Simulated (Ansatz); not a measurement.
# RbBr: distorted cells

All numbers below come from Ansatz 0.2.0, DFT PBE, scalar-relativistic, plane waves, PAW.

Plane waves to 420 eV, a k mesh through Γ of 6×6×6 on the computed 2-atom cell and Gaussian smearing (0.02 eV); no spin polarisation.

Reference cell:

```
CELL_PARAMETERS angstrom
4.12608 0.00000 0.00000
0.00000 4.12608 0.00000
0.00000 0.00000 4.12608
ATOMIC_POSITIONS crystal
Rb 0.00000 0.00000 0.00000
Br 0.50000 0.50000 0.50000
```

Each variant moves atoms of this cell by the vectors given, if any (Å), and then applies a symmetric strain (tensor components, Cartesian axes). The reference cell isn't relaxed at this level. Energies are per atom at zero smearing, counted from the lowest variant. Pressure is positive in compression.

1. no strain; moves: Br2 (-0.371, -0.035, -0.039)
2. no strain; moves: Rb1 (-0.089, 0.011, 0.001)
3. no strain; moves: Rb1 (0.000, 0.150, 0.000)

```tsv
result	ΔE (meV/atom)	P (GPa)	largest force (eV/Å)	gap on mesh (eV)
A	0.0	0.84	0.07	4.09
B	2.9	0.91	0.12	4.09
C	27.7	1.50	0.32	4.12
```

(1) Which variant gave which result?

Results:

(1) A is 2, B is 3, C is 1.

This CsCl-type form isn't the usual stable structure of the compound.